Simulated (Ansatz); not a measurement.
A (111) slab of TiC (Fm-3m (No. 225)), 11 planes, outer planes C (top) and C (bottom), with 11 atoms (Ti5C6) in a surface cell of A = 8.129 Å², as cut from the bulk:

```
CELL_PARAMETERS angstrom
3.06384 0.00000 0.00000
-1.53192 2.65336 0.00000
0.00000 0.00000 27.50807
ATOMIC_POSITIONS crystal
C 0.33333 0.66667 0.27265
Ti 0.66667 0.33333 0.31812
C 0.00000 0.00000 0.36359
Ti 0.33333 0.66667 0.40906
C 0.66667 0.33333 0.45453
Ti 0.00000 0.00000 0.50000
C 0.33333 0.66667 0.54547
Ti 0.66667 0.33333 0.59094
C 0.00000 0.00000 0.63641
Ti 0.33333 0.66667 0.68188
C 0.66667 0.33333 0.72735
```

Level of theory: DFT PBE, scalar-relativistic, plane waves, PAW in Ansatz 0.2.0. Plane waves to 420 eV, a k mesh through Γ of 12×12×1 on the computed 11-atom cell and Gaussian smearing (0.10 eV); no spin polarisation. The cell repeats along c with a dipole correction in the vacuum.

The relaxed slab holds 5 formula units of TiC and 1 further C. Against those formula units in the bulk and the further C in its standard state it lies 8.088 eV higher. The formation energy of TiC from the standard states is -1.662 eV a formula unit (uncorrected, no zero-point or thermal terms).

**Question.** Over what range can the chemical potential of C vary, and what is the surface energy at both ends?

**Answer.** In contact with the bulk, μ(C) + μ(Ti) is fixed. With Δμ counted from the standard states, Δμ(C) ≤ 0 keeps elemental C from forming, and Δμ(Ti) ≤ 0 requires Δμ(C) ≥ ΔH = -1.662 eV. Other compounds of C and Ti can narrow this range. Then γ, the mean of both faces, = [8.088 eV − 1.00·Δμ(C)]/(2A). At the C-rich end (Δμ = 0): 8.088/(2 × 8.129) × 16.02 = 7.97 J/m². At the C-poor end: (8.088 + 1.662)/(2 × 8.129) × 16.02 = 9.61 J/m².

**Question.** How does its energy depend on growth conditions?

**Answer.** It carries an excess of C, so its energy falls by 0.99 J/m² for each eV that μ(C) rises: C-rich conditions lower it; whether it appears depends on the other terminations.